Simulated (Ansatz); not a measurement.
**CdS: the gap against volume**

CdS, F-43m, a = 5.926 Å. This isn't the usual stable structure of the compound. Ansatz: PBE, PAW, 420 eV, Γ-centred 8×8×8 mesh on 2 atoms, Gaussian smearing 0.02 eV; no spin polarisation. Symmetry fixes shape and atoms, so the cell is only scaled; x = ln(V/V0) with V0 = 26.019 Å³/atom. The gap is read at the mesh points alone.

| x | gap y (eV) |
| --- | --- |
| -0.0619 | 1.176 |
| -0.0305 | 1.108 |
| 0.0000 | 1.042 |
| 0.0296 | 0.976 |
| 0.0583 | ? |

Task: Fit a straight line to the other rows, give the volume deformation potential of the gap and its pressure coefficient, and predict the missing gap. B0 = 53.4 GPa.

Result: Means x = -0.01570, y = 1.0755; Σ(Δx)² = 0.004652, ΣΔxΔy = -0.01016; the slope is their ratio. y = 1.041 − 2.183 x. The slope is the deformation potential a = dE_g/d ln V = -2.18 eV, and dE_g/dP = −a/B0 = 40.9 meV/GPa. At x = 0.0583 the fit asked for gives 0.914 eV. The run gave 0.911 eV, so the fit is 0.003 eV too high, a small miss on the scale of the series. The form still works here, 31 % of the fitted range beyond its end.

Semilocal functionals give gaps under the measured ones; changes of the gap mostly carry over better.